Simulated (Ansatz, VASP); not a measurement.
## Al2O3 in VASP and in Ansatz

INCAR

```
SYSTEM = Al2O3
PREC     = Accurate       ! precision mode
ENCUT    = 520            ! plane-wave cutoff, eV
EDIFF    = 1E-7           ! SCF threshold, eV
ISMEAR   = 0              ! smearing method
SIGMA    = 0.05           ! smearing width, eV
LREAL    = .FALSE.        ! projectors in reciprocal space
LASPH    = .TRUE.         ! aspherical terms in the spheres
NELM     = 100            ! most SCF steps
ALGO     = Normal         ! electronic algorithm
ISIF     = 2              ! what is computed and relaxed
LWAVE    = .FALSE.        ! write WAVECAR
LCHARG   = .FALSE.        ! write CHGCAR
GGA      = CA             ! functional
NBANDS   = 20             ! bands
```

Contents of KPOINTS:

```
regular mesh
0
G
  9 9 4
  0 0 0
```

Contents of POSCAR:

```
Al2O3
1.0
    2.6535789524      0.0000000000      0.0000000000
   -1.3267894762      2.2980667837      0.0000000000
    0.0000000000      0.0000000000     10.0836948168
Al O
2 3
Direct
    0.0000000000      0.0000000000      0.1499923300
    0.0000000000      0.0000000000      0.8500076700
    0.3333333333      0.6666666667      0.2223169200
    0.6666666667      0.3333333333      0.0000000000
    0.3333333333      0.6666666667      0.7776830800
```

Input for Ansatz:

```yaml
crystal:
  lattice:
    - [2.6535789524, 0.0, 0.0]
    - [-1.3267894762, 2.2980667837, 0.0]
    - [0.0, 0.0, 10.0836948168]
  atoms:
    - { symbol: Al, position: [0.0, 0.0, 0.14999233] }
    - { symbol: Al, position: [0.0, 0.0, 0.85000767] }
    - { symbol: O, position: [0.3333333333, 0.6666666667, 0.22231692] }
    - { symbol: O, position: [0.6666666667, 0.3333333333, 0.0] }
    - { symbol: O, position: [0.3333333333, 0.6666666667, 0.77768308] }
basis:
  ecutwfc: 420
kpoints:
  mp_grid: { grid: [9, 9, 4] }
hamiltonian:
  xc: lda
scf:
  occupations: { method: gaussian, width: 0.05 }
output:
  forces: true
  stress: true
  eigenvalues: true
```

Change from the starting cell: strain -0.080 along x and y, +0.080 along z, atoms carried along.

Alike in both runs: task single point; functional LDA; k mesh 9 × 9 × 4; occupations gaussian, width 0.05 eV; no spin polarisation.

|  | VASP | Ansatz |
| --- | --- | --- |
| version | VASP 6.6.1 | Ansatz 0.2.0 |
| potentials or method | VASP PAW LDA potentials, release 64 (Al, O) | scalar-relativistic, plane waves, PAW |
| plane-wave cutoff (eV) | 520 | 420 |
| valence electrons in the cell | 24 | 24 |

Ansatz gave:

| Property | Result |
| --- | --- |
| gap on the k mesh at the Fermi level (eV) | 5.40 |
| least direct gap on the mesh (eV) | 5.40 |
| pressure (GPa) | 17.9 |
| largest component of the traceless stress (GPa) | 34.63 |
| rms of the force components (eV/Å) | 1.095 |

Question: Which values does VASP return?

Answer: gap on the k mesh at the Fermi level (eV): 5.44; least direct gap on the mesh (eV): 5.44; pressure (GPa): 19.3; largest component of the traceless stress (GPa): 35.51; rms of the force components (eV/Å): 1.128.

Atom by atom the forces differ by 0.047 eV/Å (rms over components).

Caveats: so large a pressure means that the cell lies far from this level's equilibrium, or that cutoff or potentials fall short (VASP); an odd mesh through Γ misses points on the zone boundary, where band edges often lie; forces of over 1 eV/Å show positions far from the minimum, so gaps and moduli don't describe the material at rest.
